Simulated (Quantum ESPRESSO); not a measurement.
# BaTiO3: phonons with vdW-DF-cx

The system is BaTiO3.

```xyz
5
Lattice="3.9998 0.0000 0.0000 0.0000 3.9998 0.0000 0.0000 0.0000 4.0180" Properties=species:S:1:pos:R:3 pbc="T T T"
Ba    0.0000    0.0000    0.0000
Ti    1.9999    1.9999    1.9688
O     0.0000    1.9999    2.0773
O     1.9999    0.0000    2.0773
O     1.9999    1.9999    0.0763
```

| Quantity | Value |
| --- | --- |
| Program | Quantum ESPRESSO 7.5 |
| Task | phonons |
| Functional | vdW-DF-cx |
| Potentials or basis | GBRV 1.5 PBE |
| Cutoff | 612 eV |
| Density cutoff | 4898 eV |
| k mesh | 4 × 4 × 4, shifted |
| Occupations | fermi-dirac, width 0.05 eV |
| Spin | no spin polarisation |
| Mixing beta | 0.5 |
| Most SCF iterations | 120 |
| SCF threshold | 1e-09 Ry |

```
Relaxed volume                                          : 12.79 Å³/atom
Relaxed cell                                            : a = 3.978 Å, b = 3.978 Å, c = 4.041 Å, α = 90.00°, β = 90.00°, γ = 90.00°
Space group after relaxing (to 0.05 Å)                  : P4mm (No. 99)
Pressure after relaxing                                 : 0.0 GPa
Electronic dielectric tensor (diagonal)                 : 6.43, 6.43, 5.70
Born charges (mean of the diagonal)                     : Ba +2.78; Ti +6.70; O -3.22, -2.95 e
Highest phonon frequency at Γ, LO-TO splitting left out : 502 cm⁻¹
Most unstable mode                                      : 100i cm⁻¹
```

The path:
```
step  energy change (eV)  largest force (eV/Å)  pressure (GPa)  volume (Å³)
   1              0.0000                0.2552           -1.55        64.28
   2             -0.0048                0.1440           -0.09        63.77
   3             -0.0063                0.0745            0.34        63.65
   4             -0.0073                0.0297            0.36        63.69
   5             -0.0075                0.0397            0.13        63.79
   6             -0.0076                0.0374           -0.01        63.86
   7             -0.0077                0.0263           -0.09        63.91
   8             -0.0078                0.0222           -0.10        63.94
   9             -0.0078                0.0248           -0.05        63.93
  10             -0.0079                0.0205            0.02        63.92
  11             -0.0079                0.0119            0.06        63.92
  12             -0.0079                0.0037            0.05        63.93
  13             -0.0079                0.0014            0.02        63.94
  14             -0.0079                0.0006            0.00        63.95
```

Final structure:
```xyz
5
Lattice="3.9782 0.0000 0.0000 0.0000 3.9782 0.0000 0.0000 0.0000 4.0409" Properties=species:S:1:pos:R:3 pbc="T T T"
Ba    0.0000    0.0000    0.0052
Ti    1.9891    1.9891    1.9660
O     0.0000    1.9891    2.0809
O     1.9891    0.0000    2.0809
O     1.9891    1.9891    0.1020
```

Levels at points of the mesh, in eV from the valence-band top:
```
           k point  band 16  band 17  band 18  band 19  band 20  band 21  band 22  band 23  band 24  band 25
(0.12, 0.12, 0.12)    -1.65    -1.02    -0.87    -0.35    -0.30     2.60     2.73     2.76     5.06     5.07
```

Phonon frequencies in cm⁻¹ (negative: imaginary):
| q point | frequencies |
| --- | --- |
| (0.000, 0.000, 0.000) | -100 -100 -4 -4 3 174 178 178 271 293 301 301 469 469 502 |

Electronic dielectric tensor:
```
6.43 0.00 0.00
0.00 6.43 0.00
0.00 0.00 5.70
```

Born effective charge tensors (e):
atom 1, Ba
```
2.76 0.00 0.00
0.00 2.76 0.00
0.00 0.00 2.84
```
atom 2, Ti
```
7.04 0.00 0.00
0.00 7.04 0.00
0.00 0.00 6.03
```
atom 3, O
```
-5.57  0.00  0.00
 0.00 -2.10  0.00
 0.00  0.00 -1.99
```
atom 4, O
```
-2.10  0.00  0.00
 0.00 -5.57  0.00
 0.00  0.00 -1.99
```
atom 5, O
```
-2.06  0.00  0.00
 0.00 -2.06  0.00
 0.00  0.00 -4.73
```

Optical modes at Γ, degenerate ones joined, polar ones without the macroscopic field:
```tsv
cm⁻¹	components	symmetry	active in	IR intensity, summed ((D/Å)²/amu)
100i	2	E	IR and Raman	153.21
174	1	A1	IR and Raman	6.02
179	2	E	IR and Raman	6.37
271	1	A1	IR and Raman	48.13
293	1	B1	Raman	0.00
301	2	E	IR and Raman	0.31
469	2	E	IR and Raman	5.42
502	1	A1	IR and Raman	9.00
```

Zone-centre frequencies without and with the macroscopic field along z (cm⁻¹):
```csv
,optical modes in rising order
without,100i 100i 174 179 179 271 293 301 301 469 469 502
with the field,100i 100i 179 179 186 293 301 301 458 469 469 694
```

Wall time 11 min on 4 MPI ranks on Intel(R) Xeon(R) Platinum 8259CL CPU @ 2.50GHz (Skylake/Cascade Lake), on a shared host, peak memory 0.72 GiB a rank.

Caveat: the mesh is thin for the dielectric tensor, Born charges and intensities, which usually come out too large; the potentials were made for another functional, which shifts forces and pressure; some modes are imaginary; the Born charges break their sum rule by 0.09 e, a sign of too thin a mesh. The run has no spin-orbit coupling, so splittings on Ba are missing.
